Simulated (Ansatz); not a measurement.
# ZnS (F-43m) in Ansatz: a series of runs

One crystal, ZnS, is run at these levels: r2SCAN50; tasks: band structure, single point, equation of state.

Everything below comes from runs of Ansatz 0.2.0. Logs are shortened: lines on timing, memory, paths and dates and some standing lists are left out, and cuts for length are marked.

**Measured values to compare with.**

“Electronic, vibrational, and thermodynamic properties of ZnS (zincblende and rocksalt structure)”, 2009, arxiv:0911.5022 quotes, for a bulk crystal of ZnS at 19 K: band gap 3.85 eV (direct).

How close the calculation comes is told below.

## 1. The structure

The structure is cubic, space group F-43m (No. 216). Conventional cell: a = 5.404 Å, b = 5.404 Å, c = 5.404 Å, α = 90.00°, β = 90.00°, γ = 90.00°. Zn (site symmetry -43m) has 4 S at 2.34 Å as nearest neighbours. Around S (site symmetry -43m) lie 4 Zn at 2.34 Å.

## 2. Band structure, r2SCAN50

input.yaml reads:

```yaml
crystal:
  lattice:
    - [0.0, 2.702, 2.702]
    - [2.702, 0.0, 2.702]
    - [2.702, 2.702, 0.0]
  atoms:
    - { symbol: Zn, position: [0.75, 0.75, 0.75] }
    - { symbol: S, position: [0.0, 0.0, 0.0] }
hamiltonian:
  xc: r2scan50
  pseudopotentials: { kind: paw }
kpoints:
  mp_grid: { grid: [5, 5, 5] }
  band_path:
    path:
      - [[0.0, 0.0, 0.0], [0.5, 0.0, 0.5], [0.5, 0.25, 0.75], [0.375, 0.375, 0.75], [0.0, 0.0, 0.0], [0.5, 0.5, 0.5], [0.625, 0.25, 0.625], [0.5, 0.25, 0.75], [0.5, 0.5, 0.5], [0.375, 0.375, 0.75]]
      - [[0.625, 0.25, 0.625], [0.5, 0.0, 0.5]]
    npoints: 4
scf:
  occupations: { method: fermi_dirac, width: 0.05 }
  n_extra_bands: 6
output:
  forces: true
  stress: true
  eigenvalues: true
  fatbands: false
  write_density: true
  write_potential: true
  elf: true
  volumetric_format: npy
```

Potentials or basis: Ansatz PAW.

Started as:

```sh
$ ansatz run input.yaml --threads 2 --pin off --max-ram 5632MiB --backend cpu --events-out ev --progress --plain --runs-dir out
```

Log:

```text
Warning: output.stress: scf.convergence.dr2_threshold = 1e-7 eV (the SCF's general default) is looser than the 2e-10 eV advised for a printed stress (1e-10 eV for each atom of the cell: 2). What an SCF threshold leaves in a stress goes as its square root, and in the free energy as the threshold itself, and one threshold admits the most on a small cell: of the crystals measured, under no hybrid functional and no lock of the moments, on runs that ended without the residual-converged pass, on stresses that held no estimate of that error, the worst erred by over 100 MPa in a component at 1e-7 eV an atom and by under 5 at 1e-10. Set scf.convergence.dr2_threshold to 2e-10 eV or tighter. The threshold is an SCF's pass mark: one that does not reach it within its budget of iterations ends unconverged, or closes short of it on a stop that the run arms, and scf.convergence.dr2_threshold's page says what that costs each kind of run
Warning: output.stress: scf.exx.energy_threshold = 1e-6 eV is looser than the 2e-8 eV advised for a stress under a hybrid functional (1e-8 eV for each atom of the cell: 2). Every SCF of the exchange loop can meet its threshold on dr2 while the loop round them stops early: no threshold on dr2 bounds what that leaves in the stress. Set scf.exx.energy_threshold to 2e-8 eV or tighter. The threshold is the loop's pass mark: a loop that does not reach it within its budget of cycles ends unconverged, and scf.exx.energy_threshold's page has the law
Warning: RAYON_NUM_THREADS=2 ignored (pool sized by the plan → 2); use --threads N
scf.n_extra_bands = 6 over 9 filled bands (N_el = 18.0): the run solves 15 bands
Engine: ansatz 0.2.0, aarch64-unknown-linux-gnu
Pseudopotentials: kind: paw
Pseudopotential: Zn, paw, valence charge 12, recommended cutoff 500 eV (meta_gga), Zn.paw.azcp
Pseudopotential: S, paw, valence charge 6, recommended cutoff 500 eV (meta_gga), S.paw.azcp
Functional definition: r2SCAN50
  parameter a = 0.5
  parameter k0 = 0.174
  parameter k1 = 0.065
  parameter a1 = 4.9479
  exchange = (1 - a)*r2scan_x(k0 = k0, k1 = k1, a1 = a1) + a*exact_x
  correlation = r2scan_c
Crystal: 2 atoms, lattice volume = 39.454 Å³
Basis set: ecut = 500 eV, 965 PW (Γ), exchange–correlation on 120×120×120 points (64 copies of the dense FFT grid, shifted against one another)
Bands: 15, of which v1, the nominal top of the filled ones, is band 9 counted from 1 (8 counted from 0)
Symmetry: 24 space group operations
Space group: F-43m (ITA 216), of the structure as read, at distance tolerance 3.4e-5 Å
k-points: 10 of 125 (time reversal used)
Non-local potential: Zn, projectors of the file, l = 0: 2, l = 1: 2, l = 2: 3, l = 3: 1
Non-local potential: S, projectors of the file, l = 0: 2, l = 1: 2, l = 2: 2
PAW form: soft (Blöchl's): semilocal exchange-correlation on the pseudo side does not see the compensation charge
PAW frozen core: Zn, regenerated for the run's functional, and the local potential with it (the file was generated under x = pbe(κ = 0.804, μ = 0.2195149727645171), c = pbe(β = 0.06672455060314922))
PAW frozen core: S, regenerated for the run's functional, and the local potential with it (the file was generated under x = pbe(κ = 0.804, μ = 0.2195149727645171), c = pbe(β = 0.06672455060314922))
PAW one-centre angular grid: Zn, 590 points (default); XC on 261 of its mesh's 2673 points in the sphere
PAW one-centre angular grid: S, 302 points (default); XC on 160 Gauss nodes
Initial density: superposition of atomic densities (neutral atoms: chi_scale 0, normalization atom), corrected by the library's trained network
Initial wavefunctions: pseudopotential atomic-orbital guess
Functional: x = r2scan, c = r2scan; τ floored in thin density (d = 2e-4 eV/Å³), warm-up for x = 0.5 r2scan + 0.5 exact, c = r2scan; τ floored in thin density (d = 2e-4 eV/Å³)
SCF iter   1: F=—  HF=-4233.455156 eV  |F-HF|=—  |Δ(HF+E_count)|=         —  Δρ=1.79e-2  dr2=6.40e-2  dr2_τ=6.23e-3  ethr=1.77e-3  ⟨swp⟩=10.8  Hψ=815  notcnv=0
preconditioner: auto → none  [insulator: Δε(μ)=2.659 eV  Ē_g=14.858 eV  σ=0.050 eV  W_gap=1.00  n_scr=14 (ndim 8)  ℏωp=25.1 eV  f_vac=0.027  D(μ)=0.00/eV (n_scr^D=0)]
SCF iter   2: F=—  HF=-4233.451533 eV  |F-HF|=—  |Δ(HF+E_count)|=   3.62e-3  Δρ=5.87e-3  dr2=1.32e-2  dr2_τ=5.01e-4  ethr=3.55e-4  ⟨swp⟩=4.0  Hψ=491  notcnv=0
SCF iter   3: F=—  HF=-4233.443579 eV  |F-HF|=—  |Δ(HF+E_count)|=   7.95e-3  Δρ=3.05e-3  dr2=1.54e-3  dr2_τ=9.40e-6  ethr=7.35e-5  ⟨swp⟩=4.0  Hψ=425  notcnv=0
iter 4 solved again at ethr=5.46e-7 eV; its pass at ethr=8.58e-6 eV (dr2=9.82e-5 eV) is discarded
SCF iter   4: F=-4233.443888 eV  HF=-4233.443961 eV  |F-HF|=7.28e-5  |Δ(HF+E_count)|=   3.83e-4  Δρ=5.09e-4  dr2=1.11e-4  dr2_τ=3.27e-6  ethr=5.46e-7  ⟨swp⟩=3.0  Hψ=531  notcnv=0
SCF 1 stopped early in 4 iterations: F = -4233.443888 eV  dr2 = 1.11e-4
Initial density: handed on by an earlier stage of this run
Initial wavefunctions: those handed on with the density
Functional: x = 0.5 r2scan + 0.5 exact, c = r2scan; τ floored in thin density (d = 2e-4 eV/Å³)
Frozen-core exchange: fock
SCF iter   1: F=—  HF=-4230.438951 eV  |F-HF|=—  |Δ(HF+E_count)|=         —  Δρ=2.50e-2  dr2=1.32e-1  dr2_τ=4.02e-4  ethr=6.17e-6  ⟨swp⟩=6.4  Hψ=755  notcnv=0
preconditioner: auto → none  [insulator: Δε(μ)=5.905 eV  Ē_g=21.015 eV  σ=0.050 eV  W_gap=1.00  n_scr=14 (ndim 8)  ℏωp=25.1 eV  f_vac=0.026  D(μ)=0.00/eV (n_scr^D=0)]
SCF iter   2: F=—  HF=-4230.395489 eV  |F-HF|=—  |Δ(HF+E_count)|=   4.35e-2  Δρ=1.98e-3  dr2=1.17e-2  dr2_τ=4.01e-4  ethr=6.17e-6  ⟨swp⟩=4.1  Hψ=541  notcnv=0
SCF iter   3: F=—  HF=-4230.435351 eV  |F-HF|=—  |Δ(HF+E_count)|=   3.99e-2  Δρ=7.35e-3  dr2=1.26e-2  dr2_τ=3.32e-5  ethr=6.17e-6  ⟨swp⟩=4.1  Hψ=522  notcnv=0
SCF iter   4: F=—  HF=-4230.433372 eV  |F-HF|=—  |Δ(HF+E_count)|=   1.98e-3  Δρ=2.29e-3  dr2=1.79e-3  dr2_τ=1.16e-5  ethr=6.17e-6  ⟨swp⟩=4.0  Hψ=399  notcnv=0
SCF iter   5: F=—  HF=-4230.437369 eV  |F-HF|=—  |Δ(HF+E_count)|=   4.00e-3  Δρ=2.05e-3  dr2=9.84e-4  dr2_τ=1.07e-5  ethr=4.72e-6  ⟨swp⟩=4.0  Hψ=385  notcnv=0
SCF iter   6: F=—  HF=-4230.436948 eV  |F-HF|=—  |Δ(HF+E_count)|=   4.21e-4  Δρ=8.58e-5  dr2=6.27e-5  dr2_τ=3.74e-7  ethr=4.32e-6  ⟨swp⟩=3.9  Hψ=321  notcnv=0
Mixer restart at iter 6: flushing history
SCF iter   7: F=-4230.437119 eV  HF=-4230.437137 eV  |F-HF|=1.81e-5  |Δ(HF+E_count)|=   1.89e-4  Δρ=3.01e-4  dr2=3.17e-5  dr2_τ=2.34e-7  ethr=1.50e-8  ⟨swp⟩=4.1  Hψ=517  notcnv=0
SCF 2 stopped early in 7 iterations: F = -4230.437119 eV  dr2 = 3.17e-5
hybrid outer 1: dexx = +5.625e-2 eV, tail = 4.02e-4 eV
Frozen-core exchange: fock
SCF iter   1: F=—  HF=-4230.434351 eV  |F-HF|=—  |Δ(HF+E_count)|=         —  Δρ=2.17e-4  dr2=1.83e-5  dr2_τ=3.74e-7  ethr=1.12e-5  ⟨swp⟩=2.7  Hψ=312  notcnv=0
preconditioner: auto → none  [insulator: Δε(μ)=6.072 eV  Ē_g=20.628 eV  σ=0.050 eV  W_gap=1.00  n_scr=14 (ndim 8)  ℏωp=25.1 eV  f_vac=0.029  D(μ)=0.00/eV (n_scr^D=0)]
SCF iter   2: F=—  HF=-4230.434381 eV  |F-HF|=—  |Δ(HF+E_count)|=   3.02e-5  Δρ=1.55e-4  dr2=7.33e-6  dr2_τ=1.37e-7  ethr=5.86e-8  ⟨swp⟩=4.0  Hψ=413  notcnv=0
SCF iter   3: F=—  HF=-4230.434382 eV  |F-HF|=—  |Δ(HF+E_count)|=   1.08e-6  Δρ=4.63e-5  dr2=5.73e-7  dr2_τ=2.61e-8  ethr=3.67e-8  ⟨swp⟩=3.0  Hψ=302  notcnv=0
SCF iter   4: F=—  HF=-4230.434382 eV  |F-HF|=—  |Δ(HF+E_count)|=   7.51e-8  Δρ=2.97e-5  dr2=1.89e-7  dr2_τ=1.42e-9  ethr=2.93e-9  ⟨swp⟩=3.1  Hψ=350  notcnv=0
SCF iter   5: F=—  HF=-4230.434382 eV  |F-HF|=—  |Δ(HF+E_count)|=   1.64e-8  Δρ=1.48e-5  dr2=8.89e-8  dr2_τ=2.58e-9  ethr=9.64e-10  ⟨swp⟩=3.0  Hψ=356  notcnv=0
SCF iter   6: F=-4230.434382 eV  HF=-4230.434382 eV  |F-HF|=3.11e-9  |Δ(HF+E_count)|=   4.27e-8  Δρ=2.98e-6  dr2=3.06e-9  dr2_τ=9.67e-11  ethr=4.42e-10  ⟨swp⟩=3.0  Hψ=318  notcnv=0
SCF 3 converged in 6 iterations: F = -4230.434382 eV  dr2 = 3.06e-9
  Residual-converged pass: ⟨swp⟩=3.0  Hψ=285  notcnv=0  max |occ|·‖R‖ = 2.3e-6 eV (tolerance 2.4e-6 eV)  dr2=2.91e-9  dr2_τ=7.82e-11  dr2_onsite=1.01e-9  max |Δocc| = 0.0e0
hybrid outer 2: dexx = +2.856e-5 eV, tail = 3.03e-7 eV, Δε = 8.84e-3 eV (about 3.45e-4 eV left of the loop's levels)
Frozen-core exchange: fock
SCF iter   1: F=—  HF=-4230.434380 eV  |F-HF|=—  |Δ(HF+E_count)|=         —  Δρ=7.42e-6  dr2=1.37e-8  dr2_τ=2.22e-10  ethr=8.43e-9  ⟨swp⟩=3.7  Hψ=359  notcnv=0
preconditioner: auto → none  [insulator: Δε(μ)=6.072 eV  Ē_g=20.632 eV  σ=0.050 eV  W_gap=1.00  n_scr=14 (ndim 8)  ℏωp=25.1 eV  f_vac=0.029  D(μ)=0.00/eV (n_scr^D=0)]
SCF iter   2: F=-4230.434380 eV  HF=-4230.434380 eV  |F-HF|=6.30e-10  |Δ(HF+E_count)|=   1.26e-8  Δρ=3.83e-6  dr2=2.85e-9  dr2_τ=9.10e-11  ethr=6.26e-11  ⟨swp⟩=4.0  Hψ=393  notcnv=0
SCF 4 converged in 2 iterations: F = -4230.434380 eV  dr2 = 2.85e-9
  Residual-converged pass: ⟨swp⟩=2.5  Hψ=246  notcnv=0  max |occ|·‖R‖ = 2.3e-6 eV (tolerance 2.4e-6 eV)  dr2=2.85e-9  dr2_τ=9.08e-11  dr2_onsite=1.51e-9  max |Δocc| = 0.0e0
hybrid outer 3: dexx = +1.363e-8 eV, tail = 9.11e-9 eV, Δε = 4.72e-4 eV (about 1.26e-4 eV left of the loop's levels), ΔF = 5.55e-17 eV/Å (tail 6.44e-4)
NSCF: frozen V_eff on 42 k-points
hybrid SCF converged: 3 outer / 15 inner (+4 warm-up), last move |dexx| = 1.36e-8 eV, tail = 9.11e-9 eV
Stability not checked: this state was not tested for a lower state beside it, because the functional holds exact exchange (a hybrid, or Hartree-Fock), whose exchange loop this test does not read (fock_operator; see scf.lower_state_search)
Free energy (F): -4230.434380 eV
Frozen-core exchange: fock
Harris-Foulkes:  -4230.434380 eV  (|F-HF|=6.30e-10)
Internal energy: -4230.434380 eV  (E = F + TS)
E sigma→0 (E₀):  -4230.434380 eV
Fermi energy:    6.557727 eV
--- Per-component energies (eV) ---
  E_band       = -78.331921
  E_kinetic    = 237.063744
  E_local      = -2061.805490  (includes V_loc(G=0)·N_el)
  E_nonlocal   = 653.315737
  E_hartree    = 872.167855
  E_xc         = -117.860957
  E_vxc        = -77.699296  (∫ρ·V_xc dr)
  E_exx        = -122.103919  (= α·E_x^exact, valence–valence)
  E_paw        = -2438.635804  (= ΣΔE_a)
  E_vpaw       = -331.269059  (= ΣTr[D̂ρ^β])
  E_aug_tail   = -0.000055  (compensation charges beyond the density's cutoff)
  E_vtau       = 1.936917  (kinetic-family band-sum trace: ∫τ·v_τ [+ j·A + Jᵃ·Aᵃ] dr)
  E_ewald      = -1253.379294
  E_core_change = 0.803804  (= ΣΔE_core)
  E_smearing   = -0.000000  (= −TS)
  E_closure    = 0.000000  (closes the sum)
  Σ components = -4230.434380   (vs F -4230.434380, Δ=0.00e0)
--- Forces (eV/Å), atoms counted from 1 ---
  atom   1  Zn     0.00000000    -0.00000000     0.00000000
  atom   2  S     -0.00000000     0.00000000    -0.00000000
  max |Σ_I F_I| component: 1.30e-16 eV/Å
--- Stress (GPa, compression-positive) ---
       -0.310568      -0.000000      -0.000000
       -0.000000      -0.310568       0.000000
       -0.000000       0.000000      -0.310568
  P = ⅓ Tr σ = -0.3106 GPa (-3.106 kbar)
--- Band table (eV; the first three rows and the last of 10) ---
  k-point 0: bands = ["-12.2023", "-6.3303", "-6.3303", "-6.3303", "-5.9296", "-5.9296", "3.4941", "3.4941", "3.4941", "9.5663", "14.1186", "14.1186", "14.1186", "19.7363", "19.7363"]
  k-point 1: bands = ["-11.8749", "-6.2903", "-6.2903", "-6.2366", "-5.9314", "-5.9314", "1.0439", "3.1242", "3.1242", "10.9361", "14.2091", "14.6935", "14.6935", "18.6882", "18.6882"]
  k-point 2: bands = ["-11.2735", "-6.2389", "-6.2389", "-5.9171", "-5.9171", "-5.8151", "-1.9666", "2.6055", "2.6055", "10.9242", "14.6335", "14.6335", "16.2312", "19.7701", "20.5285"]
  k-point 9: bands = ["-10.9134", "-6.1613", "-6.1503", "-5.9997", "-5.9156", "-5.5357", "-1.5592", "0.2327", "1.1825", "12.7064", "13.6851", "14.7730", "17.7912", "19.4408", "21.5769"]
```

Run time: 2.9 min. Hardware: 2 threads of Arm Neoverse V1, shared host; peak memory 1.1 GiB.

What came out:

| Property | Result |
| --- | --- |
| Free energy | -4230.4344 eV |
| Pressure | -0.3 GPa |
| Band gap on the k mesh | 6.07 eV, direct |
| Band gap along the path | 6.07 eV, direct |

Levels at the corners of the path, in eV from the valence-band top:
```tsv
point	band 5	band 6	band 7	band 8	band 9	band 10	band 11	band 12	band 13	band 14
Γ	-9.42	-9.42	0.00	0.00	0.00	6.07	10.62	10.62	10.62	16.24
X	-9.37	-9.07	-5.42	-2.50	-2.50	6.84	8.02	15.82	17.16	17.16
W	-9.43	-8.92	-5.10	-3.29	-3.04	9.38	10.73	12.18	12.22	17.64
K	-9.40	-8.96	-5.21	-3.64	-2.04	7.83	10.21	13.77	14.41	15.44
Γ	-9.42	-9.42	0.00	0.00	0.00	6.07	10.62	10.62	10.62	16.24
L	-9.41	-9.15	-6.01	-0.96	-0.96	7.37	11.05	11.05	13.06	16.72
U	-9.40	-8.96	-5.21	-3.64	-2.04	7.83	10.21	13.77	14.41	15.44
W	-9.43	-8.92	-5.10	-3.29	-3.04	9.38	10.73	12.18	12.22	17.64
L	-9.41	-9.15	-6.01	-0.96	-0.96	7.37	11.05	11.05	13.06	16.72
K	-9.40	-8.96	-5.21	-3.64	-2.04	7.83	10.21	13.77	14.41	15.44
U	-9.40	-8.96	-5.21	-3.64	-2.04	7.83	10.21	13.77	14.41	15.44
X	-9.37	-9.07	-5.42	-2.50	-2.50	6.84	8.02	15.82	17.16	17.16
```

Caveat: the PAW data sets come from PBE, with cores solved anew for the run's functional, which leaves a small shift of forces and pressure; the thresholds are loose for stress.

[end of part 1 of 2]
